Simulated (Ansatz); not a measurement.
# HfC: stress in a strained cell

Aim: deform HfC (equal xx and yy strain of +3 %) and compute stress, forces and field gradients with LAPW, PAW and all-electron datasets made for the crystal.

Method: DFT PBE, scalar-relativistic, in Ansatz 0.2.0.

## Step 1: Starting point

It takes space group Fm-3m (No. 225, cubic). The conventional cell has a = 4.650 Å, b = 4.650 Å, c = 4.650 Å, α = 90.00°, β = 90.00°, γ = 90.00°. Around Hf (site symmetry m-3m) lie 6 C at 2.33 Å. C (site symmetry m-3m) is surrounded by 6 Hf at 2.33 Å.

Structure file:

```
Hf C
1.0
     0.00000    2.32500    2.32500
     2.32500    0.00000    2.32500
     2.32500    2.32500    0.00000
Hf C
1 1
Direct
  0.50000 0.50000 0.50000
  0.00000 0.00000 0.00000
```

Atoms are numbered in the order of the input: Hf1, C2.

## Step 2: The deformed structure

Space group Fm-3m before, I4/mmm after.

## Step 3: Full-potential LAPW

Input file input.yaml:

```yaml
crystal:
  lattice:
    - [0.0, 2.39475, 2.325]
    - [2.39475, 0.0, 2.325]
    - [2.39475, 2.39475, 0.0]
  atoms:
    - { symbol: Hf, position: [0.5, 0.5, 0.5] }
    - { symbol: C, position: [0.0, 0.0, 0.0] }
kpoints:
  mp_grid: { grid: [15, 15, 15] }
  band_path:
    path:
      - [0.0, 0.0, 0.0]
      - [0.0, 0.5, 0.5]
      - [0.25, 0.75, 0.5]
      - [0.0, 0.5, 0.0]
      - [0.0, 0.0, 0.0]
      - [0.5, 0.5, 0.0]
      - [0.3826125, 0.6173875, 0.0]
      - [-0.3826125, 0.3826125, 0.0]
      - [0.0, 0.0, 0.0]
    npoints: 5
scf:
  occupations: { method: fermi_dirac, width: 0.05 }
hamiltonian:
  xc: pbe
  pseudopotentials: { kind: all_electron, lapw: { basis_error: 0.001 } }
output:
  forces: true
  stress: true
  eigenvalues: true
```

Launch:

```sh
$ ansatz run input.yaml --threads 1 --pin off --max-ram 3072MiB --backend cpu --events-out ev --progress --plain --runs-dir out
```

The program printed (excerpt; [...] marks lines left out):

```text
LAPW: plane waves up to 8.912 Å⁻¹, error target 1.0e-3 eV per atom; small_component_spin mean_spin; C in spheres of 0.956 Å, 6 of its electrons in bands, Dirac shells []; Hf in spheres of 1.369 Å, 42 of its electrons in bands, Dirac shells []
[...]
Pseudopotentials: kind: all_electron
Pseudopotential: Hf, LAPW, valence charge 42, Koelling and Harmon's equation, gaussian nucleus
Pseudopotential: C, LAPW, valence charge 6, Koelling and Harmon's equation, gaussian nucleus
Functional definition: PBE
[...]
Crystal: 2 atoms, lattice volume = 26.667 Å³
Basis set: ecut = 302.5827285739098 eV, 323 PW (Γ), exchange–correlation at level 2
Bands: 29, of which v1, the nominal top of the filled ones, is band 24 counted from 1 (23 counted from 0)
Symmetry: 16 space group operations
Space group: I4/mmm (ITA 139), of the structure as read, at distance tolerance 3.0e-5 Å
k-points: 288 of 3375
[...]
SCF iter   1: F=—  HF=-411290.889119 eV  |F-HF|=—  |Δ(HF+E_count)|=         —  Δρ=1.26e-1  dr2=6.29e0  ethr=1.31e-2  ⟨swp⟩=2.0  Hψ=49772  notcnv=0
[...]
the basis was enlarged: its passes take 196.7 KiB over the memory plan, 1 of 1 planned eigensolver slots
[...]
SCF iter  10: F=-411288.870518 eV  HF=-411288.870518 eV  |F-HF|=1.56e-8  |Δ(HF+E_count)|=   3.18e-8  Δρ=1.32e-5  dr2=4.70e-8  ethr=1.81e-9  ⟨swp⟩=2.7  Hψ=25401  notcnv=0
[...]
NSCF: frozen V_eff on 41 k-points
SCF converged after 10 iterations
Free energy (F): -411288.870518 eV
[...]
E sigma→0 (E₀):  -411288.869228 eV
Entropy (-TS):   -0.002580 eV (-1.290 meV/atom)
Fermi energy:    19.199988 eV
[...]
--- Forces (eV/Å), atoms counted from 1 ---
  atom   1  Hf    -0.00000000     0.00000000    -0.00000000
  atom   2  C     -0.00000000     0.00000000     0.00000000
[...]
--- Stress (GPa, compression-positive) ---
      -14.815992       0.000000       0.000000
        0.000000     -14.815992       0.000000
        0.000000       0.000000      -5.550407
  P = ⅓ Tr σ = -11.7275 GPa (-117.275 kbar)
--- Band table (eV; the first three rows and the last of 288) ---
[...]
```

Wall time 35 s (1 thread of Intel Xeon 6975P-C (Granite Rapids), shared host); peak memory 0.81 GiB.

This run gives: pressure -11.73 GPa; no gap.

## Step 4: PAW on the default files

Input file input.yaml:

```yaml
crystal:
  lattice:
    - [0.0, 2.39475, 2.325]
    - [2.39475, 0.0, 2.325]
    - [2.39475, 2.39475, 0.0]
  atoms:
    - { symbol: Hf, position: [0.5, 0.5, 0.5] }
    - { symbol: C, position: [0.0, 0.0, 0.0] }
kpoints:
  mp_grid: { grid: [15, 15, 15] }
scf:
  occupations: { method: fermi_dirac, width: 0.05 }
hamiltonian:
  xc: pbe
  pseudopotentials: { kind: paw }
output:
  forces: true
  stress: true
  eigenvalues: true
  efg: { contact_densities: true }
```

Launch:

```sh
$ ansatz run input.yaml --threads 1 --pin off --max-ram 3072MiB --backend cpu --events-out ev --progress --plain --runs-dir out
```

The program printed (excerpt; [...] marks lines left out):

```text
Hf: output.efg is read without spin–orbit coupling, which moves field gradients at and beside such atoms by some per cent and up to a factor of two; PAW files take it under magnetization.noncollinear and magnetization.spin_orbit
[...]
Pseudopotentials: kind: paw
Pseudopotential: Hf, paw, valence charge 26, recommended cutoff 420 eV (normal)
Pseudopotential: C, paw, valence charge 4, recommended cutoff 420 eV (normal)
[... 1 set-up line as earlier in the session ...]
[...]
Crystal: 2 atoms, lattice volume = 26.667 Å³
Basis set: ecut = 420 eV, 535 PW (Γ), exchange–correlation on 48×48×48 points (8 copies of the dense FFT grid, shifted against one another)
Bands: 19, of which v1, the nominal top of the filled ones, is band 15 counted from 1 (14 counted from 0)
[... 2 set-up lines as earlier in the session ...]
k-points: 288 of 3375
[...]
  atom   1  Hf     0.00000000     0.00000000     0.00000000
  atom   2  C     -0.00000000     0.00000000    -0.00000000
[...]
--- Stress (GPa, compression-positive) ---
      -14.880600       0.000000       0.000000
        0.000000     -14.880600       0.000000
        0.000000       0.000000      -5.592058
  P = ⅓ Tr σ = -11.7844 GPa (-117.844 kbar)
--- PAW observables at the nuclei: V_zz in 10²¹ V/m², potentials from the cell's mean, atoms counted from 1 ---
  atom   1  Hf V_zz =   -10.897002   η = 0.0000   by run symmetry: allowed
            electrostatic potential = -14183.060449 V   contact ρ = 7528562.393815 e/Å³
  atom   2  C  V_zz =    -0.413186   η = 0.0000   by run symmetry: allowed
            electrostatic potential = -426.097364 V   contact ρ = 869.089118 e/Å³
--- Band table (eV; the first three rows and the last of 288) ---
  k-point 0: bands = ["-42.5000", "-10.9773", "-10.9773", "-10.9391", "6.8391", "7.5259", "7.5334", "7.5334", "7.5506", "7.6023", "7.6023", "7.6037", "19.8306", "19.8306", "19.9582", "20.1258", "20.1258", "20.4160", "21.8772"]
[...]
```

Run time: 4.8 s. Hardware: 1 thread of Intel Xeon 6975P-C (Granite Rapids), shared host; peak memory 0.5 GiB.

Result: pressure -11.78 GPa; no gap; Vzz Hf1 -10.90 (η = 0.00), C2 -0.41 (η = 0.00) (10²¹ V/m²).

## Step 5: Datasets made for this crystal

input.yaml: that of step 4 with these lines changed.

```diff
@@ -14,3 +14,3 @@
   xc: pbe
-  pseudopotentials: { kind: paw }
+  pseudopotentials: { kind: all_electron, datasets: crystal }
 output:
```

Launch:

```sh
$ ansatz run input.yaml --threads 1 --pin off --max-ram 3072MiB --backend cpu --events-out ev --progress --plain --runs-dir out
```

The program printed (excerpt; [...] marks lines left out):

```text
[...]
Hf: output.efg is read without spin–orbit coupling, which moves field gradients at and beside such atoms by some per cent and up to a factor of two; PAW files take it under magnetization.noncollinear and magnetization.spin_orbit
[...]
[... 1 set-up line as earlier in the session ...]
Pseudopotential: Hf, paw, valence charge 26, recommended cutoff 400 eV (normal), Koelling and Harmon's equation, gaussian nucleus
Pseudopotential: C, paw, valence charge 4, recommended cutoff 400 eV (normal), Koelling and Harmon's equation, gaussian nucleus
[... 1 set-up line as earlier in the session ...]
[...]
Crystal: 2 atoms, lattice volume = 26.667 Å³
Basis set: ecut = 400 eV, 515 PW (Γ), exchange–correlation on 48×48×48 points (8 copies of the dense FFT grid, shifted against one another)
Bands: 19, of which v1, the nominal top of the filled ones, is band 15 counted from 1 (14 counted from 0)
[... 1 set-up line as earlier in the session ...]
[...]
  atom   1  Hf     0.00000000     0.00000000    -0.00000000
  atom   2  C     -0.00000000     0.00000000    -0.00000000
[...]
--- Stress (GPa, compression-positive) ---
      -14.817310       0.000000       0.000000
        0.000000     -14.817310       0.000000
        0.000000       0.000000      -5.554519
  P = ⅓ Tr σ = -11.7297 GPa (-117.297 kbar)
--- PAW observables at the nuclei: V_zz in 10²¹ V/m², potentials from the cell's mean, atoms counted from 1 ---
  atom   1  Hf V_zz =   -10.840434   η = 0.0000   by run symmetry: allowed
            electrostatic potential = -14183.028401 V   contact ρ = 7525157.675888 e/Å³
  atom   2  C  V_zz =    -0.417079   η = 0.0000   by run symmetry: allowed
            electrostatic potential = -426.147912 V   contact ρ = 869.239384 e/Å³
--- Band table (eV; the first three rows and the last of 288) ---
  k-point 0: bands = ["-42.1723", "-10.6464", "-10.6464", "-10.6097", "7.1696", "7.8487", "7.8565", "7.8565", "7.8722", "7.9245", "7.9245", "7.9261", "20.1647", "20.1647", "20.2923", "20.4542", "20.4542"]
[...]
```

Wall time 24 s (1 thread of Intel Xeon 6975P-C (Granite Rapids), shared host); peak memory 0.91 GiB.

Read from it: pressure -11.73 GPa; no gap; Vzz Hf1 -10.84 (η = 0.00), C2 -0.42 (η = 0.00) (10²¹ V/m²).

## Step 6: Stress and forces compared

Stress (GPa, compression positive):

```csv
method,xx,yy,zz,yz,xz,xy
LAPW,-14.82,-14.82,-5.55,0.00,0.00,0.00
PAW,-14.88,-14.88,-5.59,0.00,0.00,0.00
crystal datasets,-14.82,-14.82,-5.55,0.00,0.00,0.00
```

```
          method  pressure (GPa)  Vzz Hf1 (10²¹ V/m²)  Vzz C2 (10²¹ V/m²)  SCF cycles, all passes
            LAPW          -11.73                    –                   –                      10
             PAW          -11.78               -10.90               -0.41                       6
crystal datasets          -11.73               -10.84               -0.42                      10
```

## Step 7: Summary of results

| quantity | value |
| --- | --- |
| pressure | LAPW -11.73, PAW -11.78, crystal datasets -11.73 GPa |
| largest shear or deviatoric stress (LAPW) | 6.18 GPa |

**Reading.** The largest part of the stress beyond the pressure is 6.18 GPa in size, in the zz component; the atoms are carried along and not relaxed. No run of the undeformed cell stands beside it, so the pressure holds what the given cell had before the change. PAW: stress within 0.06 GPa of LAPW. Crystal datasets: stress within 0.01 GPa of LAPW. Spin-orbit coupling is left out, though the cell holds Hf; in elements this heavy it can shift bands and gaps by tenths of an eV.
